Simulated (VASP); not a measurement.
Calculation: PBE GGA, VASP's PBE PAW potentials (set 64) (plane waves; VASP 6.6.1).

The input files of a VASP run:

KPOINTS:
```
Regular mesh
0
G
12 12 10
```

INCAR:
```
LCHARG=.FALSE.
EDIFF=1E-7   ! SCF stop (eV)
IBRION=2
ALGO=Normal
ISPIN=2
LWAVE=.FALSE.
NELM=100
SIGMA=0.1   ! width (eV)
LASPH=.TRUE.
LMAXMIX=6
NSW=40   ! most ionic steps
ISMEAR=1
ISIF=3
PSTRESS=100   ! kbar
EDIFFG=-0.01   ! ionic stop
ENCUT=480   ! plane-wave cut-off (eV)
GGA=PE   ! PBE
PREC=Accurate
LORBIT=10
MAGMOM=1.9 0.4
SYSTEM=CoPt
LREAL=.FALSE.   ! projection in real space or not
```

POSCAR:
```
CoPt
1.0
  2.6929605561   0.0000000000   0.0000000000
  0.0000000000   2.6929605561   0.0000000000
  0.0000000000   0.0000000000   3.7152499215
Co Pt
1 1
Cartesian
  0.0000000000   0.0000000000   0.0000000000
  1.3464802781   1.3464802781   1.8576249607
```

POTCAR, in this order: Co Pt (PBE.64 set). Program: vasp_std.

Output

OSZICAR:
```
...
DAV:  11    -0.129961579002E+02    0.35418E-06   -0.54226E-06 13270   0.328E-02    0.839E-03
DAV:  12    -0.129961573133E+02    0.58695E-06   -0.33849E-07  9108   0.116E-02    0.400E-03
DAV:  13    -0.129961570564E+02    0.25685E-06   -0.49446E-07  6964   0.106E-02    0.215E-03
DAV:  14    -0.129961570549E+02    0.15418E-08   -0.78108E-08  4960   0.768E-03
   2 F= -.11505988E+02 E0= -.11505575E+02  d E =0.119901E+00  mag=     2.0815
       N       E                     dE             d eps       ncg     rms          rms(c)
DAV:   1    -0.145266587489E+02   -0.15305E+01   -0.21657E+01  9606   0.701E+01    0.816E+00
DAV:   2    -0.137791190591E+02    0.74754E+00   -0.53225E+00 10350   0.527E+01    0.741E+00
DAV:   3    -0.135386549704E+02    0.24046E+00   -0.29472E+00 10954   0.443E+01    0.747E+00
DAV:   4    -0.132860589264E+02    0.25260E+00   -0.56058E-01 11672   0.212E+01    0.235E+00
DAV:   5    -0.132825862284E+02    0.34727E-02   -0.21022E-02 10050   0.175E+00    0.157E+00
DAV:   6    -0.132769974894E+02    0.55887E-02   -0.78736E-03 11914   0.119E+00    0.340E-01
DAV:   7    -0.132770666843E+02   -0.69195E-04   -0.16348E-03 10928   0.796E-01    0.165E-01
DAV:   8    -0.132770527688E+02    0.13916E-04   -0.15809E-04 12926   0.243E-01    0.479E-02
DAV:   9    -0.132770660052E+02   -0.13236E-04   -0.34839E-05 12160   0.707E-02    0.173E-02
DAV:  10    -0.132770664470E+02   -0.44179E-06   -0.27433E-06 12586   0.359E-02    0.114E-02
DAV:  11    -0.132770657871E+02    0.65991E-06   -0.26447E-06 12000   0.258E-02    0.507E-03
DAV:  12    -0.132770660908E+02   -0.30377E-06   -0.38563E-07  8364   0.110E-02    0.307E-03
DAV:  13    -0.132770660769E+02    0.13983E-07   -0.87198E-08  4920   0.839E-03
   3 F= -.11659547E+02 E0= -.11659384E+02  d E =-.336573E-01  mag=     2.2173
       N       E                     dE             d eps       ncg     rms          rms(c)
DAV:   1    -0.132757169562E+02    0.13491E-02   -0.29865E-03  9630   0.805E-01    0.101E-01
DAV:   2    -0.132756131957E+02    0.10376E-03   -0.70749E-04 10208   0.604E-01    0.984E-02
DAV:   3    -0.132755853736E+02    0.27822E-04   -0.42378E-04 11270   0.619E-01    0.971E-02
DAV:   4    -0.132755449776E+02    0.40396E-04   -0.57904E-05 11482   0.229E-01    0.273E-02
DAV:   5    -0.132755432834E+02    0.16941E-05   -0.27734E-06 13270   0.237E-02    0.155E-02
DAV:   6    -0.132755427381E+02    0.54530E-06   -0.13518E-06 13804   0.231E-02    0.224E-03
DAV:   7    -0.132755427146E+02    0.23506E-07   -0.13068E-07  5114   0.602E-03
   4 F= -.11659579E+02 E0= -.11659415E+02  d E =-.336897E-01  mag=     2.2159
       N       E                     dE             d eps       ncg     rms          rms(c)
DAV:   1    -0.132743628106E+02    0.11799E-02   -0.20600E-03  9630   0.667E-01    0.843E-02
DAV:   2    -0.132742924930E+02    0.70318E-04   -0.49289E-04 10224   0.507E-01    0.827E-02
DAV:   3    -0.132742713462E+02    0.21147E-04   -0.29374E-04 11258   0.516E-01    0.800E-02
DAV:   4    -0.132742442197E+02    0.27127E-04   -0.39028E-05 11496   0.188E-01    0.227E-02
DAV:   5    -0.132742430677E+02    0.11520E-05   -0.19152E-06 13330   0.199E-02    0.129E-02
DAV:   6    -0.132742427518E+02    0.31593E-06   -0.94916E-07 13310   0.193E-02    0.191E-03
DAV:   7    -0.132742427299E+02    0.21877E-07   -0.93342E-08  4872   0.514E-03
   5 F= -.11659575E+02 E0= -.11659410E+02  d E =-.336858E-01  mag=     2.2148
       N       E                     dE             d eps       ncg     rms          rms(c)
DAV:   1    -0.132746848632E+02   -0.44211E-03   -0.25436E-02  9930   0.140E+00    0.165E-01
DAV:   2    -0.132747722125E+02   -0.87349E-04   -0.17854E-03 11708   0.123E+00    0.293E-01
DAV:   3    -0.132743035521E+02    0.46866E-03   -0.13396E-03 11212   0.111E+00    0.775E-02
DAV:   4    -0.132742379835E+02    0.65569E-04   -0.16915E-04 12748   0.203E-01    0.258E-02
DAV:   5    -0.132742335931E+02    0.43904E-05   -0.11796E-05 12194   0.489E-02    0.141E-02
DAV:   6    -0.132742333891E+02    0.20403E-06   -0.41868E-06 12274   0.226E-02    0.902E-03
DAV:   7    -0.132742333279E+02    0.61200E-07   -0.43075E-07  9200   0.116E-02
   6 F= -.11659750E+02 E0= -.11659592E+02  d E =-.174196E-03  mag=     2.2201
       N       E                     dE             d eps       ncg     rms          rms(c)
DAV:   1    -0.132745153697E+02   -0.28198E-03   -0.20810E-02  9912   0.127E+00    0.148E-01
DAV:   2    -0.132745873413E+02   -0.71972E-04   -0.14497E-03 11740   0.111E+00    0.265E-01
DAV:   3    -0.132742063323E+02    0.38101E-03   -0.10857E-03 11220   0.100E+00    0.696E-02
DAV:   4    -0.132741528455E+02    0.53487E-04   -0.13524E-04 12774   0.183E-01    0.237E-02
DAV:   5    -0.132741494603E+02    0.33852E-05   -0.91628E-06 12128   0.425E-02    0.130E-02
DAV:   6    -0.132741492985E+02    0.16184E-06   -0.32876E-06 11926   0.203E-02    0.821E-03
DAV:   7    -0.132741492431E+02    0.55381E-07   -0.34229E-07  7732   0.105E-02
   7 F= -.11659839E+02 E0= -.11659691E+02  d E =-.263245E-03  mag=     2.2250
       N       E                     dE             d eps       ncg     rms          rms(c)
DAV:   1    -0.132741302587E+02    0.19040E-04   -0.34683E-04  9900   0.162E-01    0.201E-02
DAV:   2    -0.132741315121E+02   -0.12533E-05   -0.25385E-05 11724   0.147E-01    0.354E-02
DAV:   3    -0.132741246792E+02    0.68328E-05   -0.19423E-05 11212   0.134E-01    0.933E-03
DAV:   4    -0.132741238028E+02    0.87642E-06   -0.25794E-06 12774   0.251E-02    0.316E-03
DAV:   5    -0.132741237181E+02    0.84686E-07   -0.15957E-07  5848   0.615E-03
   8 F= -.11659790E+02 E0= -.11659640E+02  d E =-.215032E-03  mag=     2.2244
       N       E                     dE             d eps       ncg     rms          rms(c)
DAV:   1    -0.132783923676E+02   -0.42686E-02   -0.14359E-02  9636   0.177E+00    0.223E-01
DAV:   2    -0.132779263585E+02    0.46601E-03   -0.35341E-03 10186   0.138E+00    0.230E-01
DAV:   3    -0.132777286835E+02    0.19767E-03   -0.20679E-03 11230   0.137E+00    0.205E-01
DAV:   4    -0.132775541534E+02    0.17453E-03   -0.24642E-04 11518   0.469E-01    0.602E-02
DAV:   5    -0.132775436978E+02    0.10456E-04   -0.13025E-05 13404   0.528E-02    0.344E-02
DAV:   6    -0.132775385217E+02    0.51760E-05   -0.67931E-06 13770   0.495E-02    0.562E-03
DAV:   7    -0.132775385782E+02   -0.56488E-07   -0.78622E-07 10468   0.136E-02
   9 F= -.11659796E+02 E0= -.11659652E+02  d E =-.569992E-05  mag=     2.2276
       N       E                     dE             d eps       ncg     rms          rms(c)
DAV:   1    -0.132763911318E+02    0.11474E-02   -0.21268E-03  9648   0.681E-01    0.858E-02
DAV:   2    -0.132763200388E+02    0.71093E-04   -0.51393E-04 10200   0.522E-01    0.863E-02
DAV:   3    -0.132762956760E+02    0.24363E-04   -0.30496E-04 11252   0.526E-01    0.808E-02
DAV:   4    -0.132762685620E+02    0.27114E-04   -0.38785E-05 11470   0.187E-01    0.233E-02
DAV:   5    -0.132762672766E+02    0.12854E-05   -0.20049E-06 13454   0.209E-02    0.131E-02
DAV:   6    -0.132762669175E+02    0.35905E-06   -0.97343E-07 13246   0.193E-02    0.195E-03
DAV:   7    -0.132762669017E+02    0.15780E-07   -0.95024E-08  4890   0.508E-03
  10 F= -.11659836E+02 E0= -.11659690E+02  d E =-.457034E-04  mag=     2.2264
       N       E                     dE             d eps       ncg     rms          rms(c)
DAV:   1    -0.132752714335E+02    0.99548E-03   -0.14647E-03  9642   0.565E-01    0.714E-02
DAV:   2    -0.132752250561E+02    0.46377E-04   -0.35878E-04 10210   0.441E-01    0.732E-02
DAV:   3    -0.132752052187E+02    0.19837E-04   -0.21146E-04 11258   0.438E-01    0.657E-02
DAV:   4    -0.132751878028E+02    0.17416E-04   -0.25072E-05 11502   0.149E-01    0.195E-02
DAV:   5    -0.132751869320E+02    0.87087E-06   -0.13635E-06 13530   0.176E-02    0.110E-02
DAV:   6    -0.132751867371E+02    0.19485E-06   -0.69406E-07 11986   0.163E-02    0.170E-03
DAV:   7    -0.132751867204E+02    0.16752E-07   -0.72197E-08  4838   0.452E-03
  11 F= -.11659847E+02 E0= -.11659699E+02  d E =-.568838E-04  mag=     2.2253
```

File OUTCAR:
```
------------------------ aborting loop because EDIFF is reached ----------------------------------------
  FORCE on cell =-STRESS in cart. coord.  units (eV):
  Direction    XX          YY          ZZ          XY          YZ          ZX
  --------------------------------------------------------------------------------------
  Total        1.6130214      1.6130214      1.6152987      0.0000000      0.0000000      0.0000000
  in kB       99.8564939     99.8564939     99.9974734      0.0000000      0.0000000      0.0000000
  external PRESSURE =      -0.0965130 kB  Pullay stress =     100.0000000 kB
  volume of cell :       25.88
      direct lattice vectors                 reciprocal lattice vectors
     2.661906444 -0.000000000 -0.000000000     0.375670603  0.000000000  0.000000000
     0.000000000  2.661906444  0.000000000    -0.000000000  0.375670603 -0.000000000
    -0.000000000  0.000000000  3.652488112     0.000000000  0.000000000  0.273785970
 POSITION                                       TOTAL-FORCE (eV/Angst)
 -----------------------------------------------------------------------------------
      0.00000      0.00000     -0.00000         0.000000     -0.000000      0.000000
      1.33095      1.33095      1.82624        -0.000000      0.000000      0.000000
 -----------------------------------------------------------------------------------
    total drift:                               -0.000000      0.000000      0.000000
  FREE ENERGIE OF THE ION-ELECTRON SYSTEM (eV)
  ---------------------------------------------------
  free  energy   TOTEN  =       -13.2751867204 eV

  energy  without entropy=      -13.2747430641  energy(sigma->0) =      -13.27503883
  enthalpy is  TOTEN    =       -11.6598472543 eV   P V=        1.6153394661

 total charge

# of ion       s       p       d       tot
------------------------------------------
    1        0.424   0.470   7.234   8.128
    2        0.731   0.710   8.063   9.504
--------------------------------------------------
tot          1.156   1.179  15.298  17.633

 magnetization (x)

# of ion       s       p       d       tot
------------------------------------------
    1       -0.001  -0.012   1.860   1.847
    2       -0.014  -0.050   0.450   0.387
--------------------------------------------------
tot         -0.015  -0.062   2.310   2.233

 reached required accuracy - stopping structural energy minimisation
```
(Selected blocks of OUTCAR.)

### CONTCAR
```
CoPt
   1.00000000000000
     2.6619064440458309   -0.0000000000000000   -0.0000000000000000
     0.0000000000000000    2.6619064440458309    0.0000000000000000
    -0.0000000000000000    0.0000000000000000    3.6524881123111732
  Co              Pt
     1     1
Direct
     0.0000000000000000    0.0000000000000000    0.0000000000000000
     0.5000000000000000    0.5000000000000000    0.5000000000000000
```

Energy and stress use the plane-wave basis of the starting cell.

The compound is CoPt in the L1_0 structure. This run relaxes it under an external pressure of 10 GPa. Symmetry was kept, so distortions that lower it aren't found.
